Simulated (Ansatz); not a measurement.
We consider fluorite SrF₂, described by Hartree–Fock (plane waves, PAW; Ansatz, a program for electronic structure).

Run with plane-wave cutoff 460 eV, 8×8×8 k mesh, Fermi–Dirac smearing 0.01 eV, scalar-relativistic PAW data made under PBE.

The cell has the measured lattice: a = 5.7996 Å, b = 5.7996 Å, c = 5.7996 Å, α = 90.00°, β = 90.00°, γ = 90.00°.

**Question.** Predict the band gap and smallest direct gap on the k points sampled.

**Answer.** 
band gap: 18.40 eV (on the SCF k mesh)
smallest direct gap on the k points sampled: 18.47 eV

Measured, for comparison: band gap 11.1 eV (temperature not stated, not corrected to a static lattice; as tabulated in Aguado et al. (1999), arXiv:cond-mat/9901145).

Note: cell and atoms aren't relaxed at this level (pressure 3.0 GPa).

Spin–orbit coupling is not included.
